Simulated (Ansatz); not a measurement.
# SrO (P6_3/mmc), one atom moved over a plane

All numbers below come from Ansatz 0.2.0, DFT PBEsol, scalar-relativistic, plane waves, PAW. The runs took a 420 eV cutoff, a Γ-centred 9×9×4 mesh and Gaussian smearing (0.05 eV). No spin polarisation. Energies are free energies at this smearing, counted from the undisturbed cell; pressure is positive in compression.

Reference structure (as given, not relaxed at this level; it stands at -2.4 GPa; this form isn't the usual structure):

```
CELL_PARAMETERS angstrom
3.55329 0.00000 0.00000
-1.77664 3.07724 0.00000
0.00000 0.00000 6.21730
ATOMIC_POSITIONS crystal
Sr 0.33333 0.66667 0.25000
Sr 0.66667 0.33333 0.75000
O 0.00000 0.00000 0.00000
O 0.00000 0.00000 0.50000
```

Atom 1 (Sr) is moved by p along (0.000, 1.000, 0.000) and q along (0.000, 0.000, 1.000) (Å), all else fixed. Points are written (p, q).

Energy above the undisturbed cell in eV/cell (a dash: not computed):

```
 p \ q  -0.450  -0.225  0.000  0.225  0.450
-0.450    1.87    0.80   0.44   0.80   1.87
-0.225    1.14       –   0.10      –   1.14
 0.000    0.95       –   0.00      –   0.95
 0.450    1.42       –   0.26      –   1.42
```

Pressure in GPa:

| p \ q | -0.450 | -0.225 | 0.000 | 0.225 | 0.450 |
| --- | --- | --- | --- | --- | --- |
| -0.450 | 8.0 | 3.4 | 1.8 | 3.4 | 8.0 |
| -0.225 | 3.3 | – | -1.5 | – | 3.3 |
| 0.000 | 1.9 | – | -2.4 | – | 1.9 |
| 0.450 | 5.3 | – | 0.0 | – | 5.3 |

Gap on the k-mesh in eV:

```csv
p \ q,-0.450,-0.225,0.000,0.225,0.450
-0.450,2.07,2.70,2.83,2.70,2.07
-0.225,2.32,–,2.89,–,2.32
0.000,2.57,–,2.93,–,2.57
0.450,2.28,–,2.74,–,2.28
```